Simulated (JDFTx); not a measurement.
The system is AlNi.

```
CELL_PARAMETERS angstrom
2.88100 0.00000 0.00000
0.00000 2.88100 0.00000
0.00000 0.00000 2.88100
ATOMIC_POSITIONS crystal
Ni 0.50000 0.50000 0.50000
Al 0.00000 0.00000 0.00000
```

```yaml
Program: JDFTx 1.7.0 (patched build)
Task: relaxation of cell and atoms
Functional: RPBE
Potentials_or_basis: PseudoDojo-SR-PBE-0.5-standard with smoothed tails
Cutoff: 1333 eV
Density_cutoff: 10667 eV
k_mesh: 4 × 4 × 4
Occupations: fermi-dirac, width 0.05 eV
Spin: collinear spin, ferromagnetic start
Starting_moments: "[1.0, 0.0] μB"
```

At the start: pressure 3.7 GPa; volume 11.96 Å³/atom.

Question: Where does the relaxation end?

Answer: Over 5 steps the energy falls by 3.2 meV/atom and the volume is 12.23 Å³/atom (+2.3 %); space group Pm-3m (No. 221, to 0.05 Å); moment 0.00 μB per cell.

Step by step:
| step | energy change (eV) | largest force (eV/Å) | pressure (GPa) | volume (Å³) |
| --- | --- | --- | --- | --- |
| 1 | 0.0000 | 0.0000 | 3.75 | 23.91 |
| 2 | -0.0030 | 0.0000 | 2.70 | 24.06 |
| 3 | -0.0063 | 0.0000 | 0.11 | 24.45 |
| 4 | -0.0063 | 0.0000 | 0.02 | 24.46 |
| 5 | -0.0063 | 0.0000 | 0.00 | 24.46 |

Final structure:
```xyz
2
Lattice="2.9030 0.0000 0.0000 0.0000 2.9030 0.0000 0.0000 0.0000 2.9030" Properties=species:S:1:pos:R:3 pbc="T T T"
Ni    1.4515    1.4515    1.4515
Al    0.0000    0.0000    0.0000
```

Caveat: the k mesh is coarse (spacing up to 0.55 Å⁻¹), so the values aren't converged; the potentials were made for another functional, which shifts forces and pressure.
